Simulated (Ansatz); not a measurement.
**PbSe (Clausthalite) in Ansatz: convergence with ecutrho ratio**

Input of the first run (ecutrho ratio 4); the others differ in this setting and in those tied to it:

Contents of input.yaml:

```yaml
crystal:
  lattice:
    - [0.0, 3.06065, 3.06065]
    - [3.06065, 0.0, 3.06065]
    - [3.06065, 3.06065, 0.0]
  atoms:
    - { symbol: Pb, position: [0.0, 0.0, 0.0] }
    - { symbol: Se, position: [0.5, 0.5, 0.5] }
hamiltonian:
  xc: pbe
  pseudopotentials: { kind: paw }
kpoints:
  mp_grid: { grid: [6, 6, 6] }
scf:
  occupations: { method: fermi_dirac, width: 0.05 }
output:
  forces: true
  stress: true
  eigenvalues: true
basis:
  ecutrho_ratio: 4
```

Potentials or basis: Ansatz PAW.

Run with:

```sh
$ ansatz run input.yaml --threads 2 --pin off --max-ram 5632MiB --backend cpu --events-out ev --progress --plain --runs-dir out
```

Hardware: 2 threads of Arm Neoverse V1, with other jobs on the host.

```tsv
ecutrho ratio	energy less the tightest run, at zero smearing (meV/atom)	SCF cycles	CPU time (s)	peak memory (GiB)
4	-0.01	6	1.3	0.3
5	0.00	6	1.4	0.32
6	0.00	6	1.4	0.32
8	0.00	6	1.6	0.36
10	0.00	6	1.7	0.38
12	0.00	6	1.9	0.42
```

Against the tightest run, the energy stays within 1 meV/atom from 4 on. The tightest run that finished is the yardstick and may itself not be fully converged.

Caveat, for the tightest run too: spin-orbit coupling is left out, which as a rule narrows the gap of such compounds by several tenths of an eV.
